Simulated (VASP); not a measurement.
Wanted: the native input for a VASP 6.6.1 run.

| Item | Value |
| --- | --- |
| Task | single point |
| Functional | PBE |
| Potentials or basis | VASP PAW PBE potentials, release 64 (Cd, Te) |
| Cutoff | 300 eV |
| k mesh | 6 × 6 × 6 |
| Occupations | gaussian, width 0.02 eV |
| Spin | no spin polarisation |
| Further INCAR settings | ALGO = Normal; EDIFF = 1e-07 |

The structure of CdTe lies in POSCAR:

```
CdTe
1.0
    0.0000000000      3.2050000000      3.2050000000
    3.2050000000      0.0000000000      3.2050000000
    3.2050000000      3.2050000000      0.0000000000
Cd Te
1 1
Direct
    0.0000000000      0.0000000000      0.0000000000
    0.2500000000      0.2500000000      0.2500000000
```

The input as run:

INCAR

```
SYSTEM = CdTe
PREC = Accurate
ENCUT = 300
EDIFF = 1E-7
ISMEAR = 0
SIGMA = 0.02
LREAL = .False.
LASPH = .True.
NELM = 60
ALGO = Normal
ISIF = 2
LWAVE = .False.
LCHARG = .False.
GGA = PE
```

KPOINTS

```
regular mesh
0
Gamma
  6 6 6
  0 0 0
```

Potentials or basis: VASP PAW PBE potentials, release 64 (Cd, Te).

Launch:

```sh
$ cat potpaw_PBE.64/Cd/POTCAR potpaw_PBE.64/Te/POTCAR > POTCAR
$ mpirun -np 1 vasp_std > vasp.out
```

Results of the run:

```
Band gap on the k mesh : 0.87 eV, direct
```

Caveat: spin-orbit coupling is left out, which moves the levels of the heavy elements.

Wall time 4.7 s on 1 thread of Intel(R) Xeon(R) 6975P-C (Granite Rapids) (shared host), peak memory 0.15 GiB.
